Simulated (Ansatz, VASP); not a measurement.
**Two plane-wave programs on Pt**

```
Pt
1.0
     0.00000    1.92064    1.92064
     1.92064    0.00000    1.92064
     1.92064    1.92064    0.00000
Pt
1
Direct
  0.00000 0.00000 0.00000
```

Alike in both runs: functional PBEsol; k mesh 18 × 18 × 18; occupations gaussian, width 0.1 eV; no spin polarisation.

Ansatz relaxed the structure, and its values are those at the end. VASP's run is a single point on that final structure, the one shown.

|  | VASP | Ansatz |
| --- | --- | --- |
| version | VASP 6.6.1 | Ansatz 0.2.0 |
| potentials or method | VASP PAW PBE potentials, release 64 (Pt) | scalar-relativistic, plane waves, PAW |
| plane-wave cutoff (eV) | 520 | 420 |
| valence electrons in the cell | 10 | 18 |

```tsv
	VASP	Ansatz	Ansatz less VASP
gap on the k mesh at the Fermi level (eV)	none	none	-
pressure (GPa)	19.6	20.0	+0.40
```

A gap of «none» marks a metal or a gap that the smearing closes. The two sets of potentials don't hold the same shells in valence.

Caveats: so large a pressure means that the cell lies far from this level's equilibrium, or that cutoff or potentials fall short (VASP); the potentials were made for another functional, which shifts forces and pressure (VASP). The runs have no spin-orbit coupling, so splittings on Pt are missing.
